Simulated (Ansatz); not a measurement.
Crystal: Yb.

```
Yb
1.0
     3.87990    0.00000    0.00000
    -1.93995    3.36009    0.00000
     0.00000    0.00000    6.38590
Yb
2
Direct
  0.66667 0.33333 0.75000
  0.33333 0.66667 0.25000
```

This isn't the form of Yb at room conditions, which is fcc.

Program: Ansatz 0.2.0. Alike in all runs: task projected density of states; potentials or basis Ansatz PAW; spin collinear, ferromagnetic start; cell as given; k mesh 5 × 5 × 3; smearing fermi-dirac 0.05 eV; the mesh is coarse, so values aren't converged. Hardware: 2 threads of AMD EPYC 7R43 64-Core Processor (Zen 3), with other jobs on the host.

Order these runs on this cell by their wall time, lowest first.
A. level r2SCAN0; cutoff (eV) 500
B. level r2SCAN; cutoff (eV) 500
C. level LDA; cutoff (eV) 420

C (7 s), B (24 s), A (170 s).

Caveats: all runs use coarse meshes; spin-orbit coupling is left out, which moves the levels of the heavy elements; the density of states is complete only up to the lowest level of the last band computed; the magnetic or orbital state may not be the lowest (some runs); the starting moments weren't kept (some runs).
